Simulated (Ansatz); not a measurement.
AlO:

```
Al O
1.0
     2.76919    0.00000    0.00000
     0.00000    2.76919    0.00000
     0.00000    0.00000    2.76919
Al O
1 1
Direct
  0.50000 0.50000 0.50000
  0.00000 0.00000 0.00000
```

The cell was built by a generator and needn't be a form met in nature.

```yaml
Program: Ansatz 0.2.0
Task: relaxation of cell and atoms
Functional: LDA
Potentials_or_basis: Ansatz PAW
Cutoff: "420 eV (not typed: the program's choice for these potentials)"
k_mesh: 10 × 10 × 10
Occupations: fermi-dirac, width 0.05 eV
Spin: no spin polarisation
```

At the start: volume 10.62 Å³/atom.

Task: Where does the relaxation end?

Result: It ends after 7 steps and the volume is 9.97 Å³/atom (-6.1 %); space group Pm-3m (No. 221, to 0.05 Å).

The path:
| step | energy change (eV) | largest force (eV/Å) | volume (Å³) |
| --- | --- | --- | --- |
| 1 | 0.0000 | 0.0000 | 21.24 |
| 2 | -0.0358 | 0.0000 | 20.31 |
| 3 | -0.0400 | 0.0000 | 19.97 |
| 4 | -0.0399 | 0.0000 | 19.99 |
| 5 | -0.0352 | 0.0000 | 19.99 |
| 6 | -0.0355 | 0.0000 | 19.94 |
| 7 | -0.0352 | 0.0000 | 19.94 |

Final structure:
```yaml
crystal:
  lattice:
    - [2.71159, 0.00000, 0.00000]
    - [0.00000, 2.71159, 0.00000]
    - [0.00000, 0.00000, 2.71159]
  atoms:
    - { symbol: Al, position: [0.50000, 0.50000, 0.50000] }
    - { symbol: O, position: [0.00000, 0.00000, 0.00000] }
```

Caveat: the plane-wave basis is chosen anew once the cell has moved, so the energies of steps on either side of that aren't comparable; the pressure holds a Pulay correction of +0.8 GPa for the finite cutoff; an odd number of electrons without spin polarisation forces a metal; a magnetic or distorted state may lie lower; the PAW data sets come from PBE, with cores solved anew for the run's functional, which leaves a small shift of forces and pressure.
